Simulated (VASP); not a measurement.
# Bi in VASP: reference runs

Aim: a first look at Bi with PBE, on the cell as given.

Program: VASP 6.6.1. These are calculated values, not measurements. Logs are shortened: lines on timing, memory, paths and dates and some standing lists are left out, and cuts for length are marked.

## 1. The sheet as given

The cell holds a sheet with vacuum, 1 atom: a = 3.129 Å, b = 3.129 Å, c = 23.800 Å, α = 90.00°, β = 90.00°, γ = 90.00°.

The cell was built by a generator and needn't be a form met in nature.

## 2. Single point, PBE

File INCAR:

```
SYSTEM = Bi
  ALGO = Normal
  DIPOL = 0.5 0.5 0.294
  EDIFF = 1E-7
  ENCUT = 520
  GGA = PE
  IDIPOL = 3
  ISIF = 2
  ISMEAR = -1
  LASPH = .TRUE.
  LCHARG = .FALSE.
  LDIPOL = .TRUE.
  LREAL = .FALSE.
  LWAVE = .FALSE.
  NBANDS = 14
  NELM = 80
  PREC = Accurate
  SIGMA = 0.05
```

File KPOINTS:

```
k-points
0
G
  9 9 1
  0 0 0
```

File POSCAR:

```
Bi
1.0
    3.1293200000      0.0000000000      0.0000000000
    0.0000000000      3.1293200000      0.0000000000
    0.0000000000      0.0000000000     23.8000000000
Bi
1
Direct
    0.5000000000      0.5000000000      0.2941200000
```

Potentials or basis: VASP PAW PBE potentials, release 64 (Bi_d).

The run is started by

```bash
$ cat potpaw_PBE.64/Bi_d/POTCAR > POTCAR
$ mpirun -np 1 vasp_std > vasp.out
```

OUTCAR:

```text
SYSTEM = Bi
   EDIFF = 1E-7
   ENCUT = 520
   GGA = PE
   ISIF = 2
   ISMEAR = -1
   LASPH = .TRUE.
   LREAL = .FALSE.
   NELM = 80
   PREC = Accurate

 ion  position               nearest neighbor table
   1  0.500  0.500  0.294-

  LATTYP: Found a simple tetragonal cell.
 ALAT       =     3.1293200000
 C/A-ratio  =     7.6054861759

  Lattice vectors:

 A1 = (   3.1293200000,   0.0000000000,   0.0000000000)
 A2 = (   0.0000000000,   3.1293200000,   0.0000000000)
 A3 = (   0.0000000000,   0.0000000000,  23.8000000000)

Analysis of symmetry for initial positions (statically):
=====================================================================
 Subroutine PRICEL returns:
 Original cell was already a primitive cell.

 Routine SETGRP: Setting up the symmetry group for a
 simple tetragonal supercell.

 Subroutine GETGRP returns: Found 16 space group operations
 (whereof  8 operations were pure point group operations)
 out of a pool of 16 trial point group operations.

The static configuration has the point symmetry C_4v.
 The point group associated with its full space group is D_4h.

Analysis of symmetry for dynamics (positions and initial velocities):
=====================================================================
 Subroutine PRICEL returns:
 Original cell was already a primitive cell.

 Routine SETGRP: Setting up the symmetry group for a
 simple tetragonal supercell.

 Subroutine GETGRP returns: Found 16 space group operations
 (whereof  8 operations were pure point group operations)
 out of a pool of 16 trial point group operations.

The dynamic configuration has the point symmetry C_4v.
 The point group associated with its full space group is D_4h.

 Subroutine INISYM returns: Found 16 space group operations
 (whereof  8 operations are pure point group operations),
 and found     1 'primitive' translations

----------------------------------------------------------------------------------------

                                     Primitive cell

  volume of cell :     233.0649

  direct lattice vectors                    reciprocal lattice vectors
     3.129320000  0.000000000  0.000000000     0.319558243  0.000000000  0.000000000
     0.000000000  3.129320000  0.000000000     0.000000000  0.319558243  0.000000000
     0.000000000  0.000000000 23.800000000     0.000000000  0.000000000  0.042016807

  length of vectors
     3.129320000  3.129320000 23.800000000     0.319558243  0.319558243  0.042016807

  position of ions in fractional coordinates (direct lattice)
     0.500000000  0.500000000  0.294120000

  ion indices of the primitive-cell ions
   primitive index   ion index
                 1           1

----------------------------------------------------------------------------------------

 KPOINTS: k-points

Automatic generation of k-mesh.
 Grid dimensions read from file:
 generate k-points for:    9    9    1

 Generating k-lattice:

  Cartesian coordinates                     Fractional coordinates (reciprocal lattice)
     0.035506471  0.000000000  0.000000000     0.111111111  0.000000000  0.000000000
     0.000000000  0.035506471  0.000000000     0.000000000  0.111111111  0.000000000
     0.000000000  0.000000000  0.042016807     0.000000000  0.000000000  1.000000000

  Length of vectors
     0.035506471  0.035506471  0.042016807

  Shift w.r.t. Gamma in fractional coordinates (k-lattice)
     0.000000000  0.000000000  0.000000000

 Subroutine IBZKPT returns following result:
 ===========================================

 Found     15 irreducible k-points:

 Following reciprocal coordinates:
            Coordinates               Weight
  0.000000  0.000000  0.000000      1.000000
  0.111111  0.000000  0.000000      4.000000
  0.222222  0.000000  0.000000      4.000000
  0.333333  0.000000  0.000000      4.000000
  0.444444  0.000000  0.000000      4.000000
  0.111111  0.111111  0.000000      4.000000
  0.222222  0.111111  0.000000      8.000000
  0.333333  0.111111  0.000000      8.000000
  0.444444  0.111111  0.000000      8.000000
  0.222222  0.222222  0.000000      4.000000
  0.333333  0.222222  0.000000      8.000000
  0.444444  0.222222  0.000000      8.000000
  0.333333  0.333333  0.000000      4.000000
  0.444444  0.333333  0.000000      8.000000
  0.444444  0.444444  0.000000      4.000000
   k-points           NKPTS =     15   k-points in BZ     NKDIM =     15   number of bands    NBANDS=     14
   number of dos      NEDOS =    301   number of ions     NIONS =      1
   total plane-waves  NPLWV = 103680
   dimension x,y,z NGX =    24 NGY =   24 NGZ =  180
   dimension x,y,z NGXF=    48 NGYF=   48 NGZF=  360
   ions per type =               1
   NGX,Y,Z   is equivalent  to a cutoff of  12.75, 12.75, 12.57 a.u.
   NGXF,Y,Z  is equivalent  to a cutoff of  25.50, 25.50, 25.15 a.u.
 SYSTEM =  Bi
   PREC   = accura    normal or accurate (medium, high low for compatibility)
   ISTART =      0    job   : 0-new  1-cont  2-samecut
   ICHARG =      2    charge: 1-file 2-atom 10-const
   ISPIN  =      1    spin polarized calculation?
   LNONCOLLINEAR =      F non collinear calculations
   LSORBIT =      F    spin-orbit coupling
   LASPH  =      T    aspherical Exc in radial PAW
   ENCUT  =  520.0 eV  38.22 Ry    6.18 a.u.   5.82  5.82 44.25*2*pi/ulx,y,z
   NELM   =     80;   NELMIN=  2; NELMDL= -5     # of ELM steps
   EDIFF  = 0.1E-06   stopping-criterion for ELM
   LREAL  =      F    real-space projection
   EDIFFG = 0.1E-05   stopping-criterion for IOM
   NSW    =      0    number of steps for IOM
   IBRION =     -1    ionic relax: 0-MD 1-quasi-New 2-CG
   NFREE  =      0    steps in history (QN), initial steepest desc. (CG)
   ISIF   =      2    stress and relaxation
   ISYM   =      2    0-nonsym 1-usesym 2-fastsym
   POTIM  = 0.5000    time-step for ionic-motion
   TEBEG  =    0.0;   TEEND  =   0.0 temperature during run
   PSTRESS=    0.0 pullay stress
   NELECT =      15.0000    total number of electrons
   NUPDOWN=      -1.0000    fix difference up-down
   EMIN   =  10.00;   EMAX   =-10.00  energy-range for DOS
   EFERMI =   0.00;   METHOD = LEGACY
   ISMEAR =    -1;   SIGMA  =   0.05  broadening in eV -4-tet -1-fermi 0-gaus
   EFERMI_NEDOS =   21; number of points for ismear=-14 and -15
   IALGO  =     38    algorithm
   IMIX   =      4    mixing-type and parameters
     AMIX     =   0.40;   BMIX     =  1.00
     AMIX_MAG =   1.60;   BMIX_MAG =  1.00
  volume/ion in A,a.u.               =     233.06      1572.80
  Fermi-wavevector in a.u.,A,eV,Ry     =   0.656064  1.239781  5.856221  0.430420
  Thomas-Fermi vector in A             =   1.727138
   LORBIT       =      0    0 simple, 1 ext, 2 COOP (PROOUT), +10 PAW based schemes
   GGA     = PE    functional components
   LHFCALC =     F    Hartree Fock is set to
   AEXX    =    0.0000 exact exchange contribution
   IVDW    =     0    specifies the selected vdW correction
   LEPSILON=     F    determine dielectric tensor
   LRPA    =     F    only Hartree local field effects (RPA)
 non-spin polarized calculation
  energy-cutoff  :      520.00
  volume of cell :      233.06
 maximum number of plane-waves:      6332
 NGX is ok and might be reduce to    24
   NGX = 11   NGY = 11   NGZ = 89

 dipolmoment           0.000000      0.000000     -0.000000 electrons x Angstroem

 number of electron      14.9999996 magnetization

 dipolmoment           0.000000      0.000000      0.000001 electrons x Angstroem

 Free energy of the ion-electron system (eV)
  ---------------------------------------------------
  ext. energy  EPLUGINS =         0.00000000
  ---------------------------------------------------
  free energy    TOTEN  =        -3.30576898 eV

  energy without entropy =       -3.29366730  energy(sigma->0) =       -3.29971814

 E-fermi :  -2.9596     XC(G=0):  -1.9697

 val. band max:       -3.0587573550   @ k =   0.3333   0.2222   0.0000
 cond. band min:      -2.8851655319   @ k =   0.2222   0.0000   0.0000
 fundamental gap:      0.1735918231
 Fermi energy:        -2.9595835678

 k-point     1 :       0.0000    0.0000    0.0000
  band No.  band energies     occupation
      1     -25.9671      2.00000
      2     -25.7329      2.00000
      3     -25.5393      2.00000
      4     -25.5393      2.00000
      5     -25.5134      2.00000
      6     -15.4297      2.00000
      7      -5.3515      2.00000
      8       0.3000      0.00000
      9       1.3793      0.00000
     10       1.7204      0.00000
     11       1.9348      0.00000
     12       1.9348      0.00000
     13       2.4126      0.00000
     14       2.5799      0.00000

 k-point     2 :       0.1111    0.0000    0.0000
  band No.  band energies     occupation
      1     -25.9359      2.00000
      2     -25.7158      2.00000
      3     -25.5555      2.00000
      4     -25.5379      2.00000
      5     -25.5274      2.00000
      6     -15.2553      2.00000
      7      -5.1590      2.00000
      8      -0.0515      0.00000
      9       0.5599      0.00000
     10       1.5659      0.00000
     11       1.9113      0.00000
     12       2.1461      0.00000
     13       2.5997      0.00000
     14       2.7736      0.00000
[... 190 lines left out ...]
      1     -25.7446      2.00000
      2     -25.6600      2.00000
      3     -25.6277      2.00000
      4     -25.5426      2.00000
      5     -25.4290      2.00000
      6     -11.7842      2.00000
      7      -5.6506      2.00000
      8      -3.3093      1.99817
      9      -1.5227      0.00000
     10       2.6717      0.00000
     11       3.3476      0.00000
     12       4.9812      0.00000
     13       5.8511      0.00000
     14       6.4476      0.00000

 k-point    15 :       0.4444    0.4444    0.0000
  band No.  band energies     occupation
      1     -25.7779      2.00000
      2     -25.6566      2.00000
      3     -25.6562      2.00000
      4     -25.5045      2.00000
      5     -25.3703      2.00000
      6     -11.0316      2.00000
      7      -5.0820      2.00000
      8      -5.0149      2.00000
      9      -0.8222      0.00000
     10       1.4568      0.00000
     11       4.2789      0.00000
     12       4.9298      0.00000
     13       6.2324      0.00000
     14       6.4020      0.00000

------------------------ aborting loop because EDIFF is reached ----------------------------------------

 vacuum level on the upper side and lower side of the slab       (xc-potential included)        -0.007        -0.007

  FORCE on cell =-STRESS in cart. coord.  units (eV):
  Direction    XX          YY          ZZ          XY          YZ          ZX
  --------------------------------------------------------------------------------------
  -------------------------------------------------------------------------------------
  Total        0.0326174      0.0326174     -0.0152336      0.0000000      0.0000000      0.0000000
  in kB        0.2242245      0.2242245     -0.1047215      0.0000000      0.0000000      0.0000000
  external PRESSURE =       0.1145759 kB  Pullay stress =       0.0000000 kB

 VOLUME and BASIS-vectors are now :
 -----------------------------------------------------------------------------
  energy-cutoff  :      520.00
  volume of cell :      233.06
      direct lattice vectors                 reciprocal lattice vectors
     3.129320000  0.000000000  0.000000000     0.319558243  0.000000000  0.000000000
     0.000000000  3.129320000  0.000000000     0.000000000  0.319558243  0.000000000
     0.000000000  0.000000000 23.800000000     0.000000000  0.000000000  0.042016807

 POSITION                                       TOTAL-FORCE (eV/Angst)
 -----------------------------------------------------------------------------------
      1.56466      1.56466      7.00006         0.000000      0.000000     -0.000000
 -----------------------------------------------------------------------------------
    total drift:                                0.000000     -0.000000      0.000095

  FREE ENERGIE OF THE ION-ELECTRON SYSTEM (eV)
  ---------------------------------------------------
  free  energy   TOTEN  =        -3.3057689820 eV

  energy  without entropy=       -3.2936673001  energy(sigma->0) =       -3.29971814

 vacuum level on the upper side and lower side of the slab         1.631         1.632
```

Wall time 24 s (1 thread of Intel Xeon 6975P-C (Granite Rapids), shared host); peak memory 0.3 GiB.

What came out:

```yaml
Free_energy: -3.3058 eV
Band_gap_on_the_k_mesh: none (metal or under the smearing width)
```

Caveat: spin-orbit coupling is left out, which moves the levels of the heavy elements.
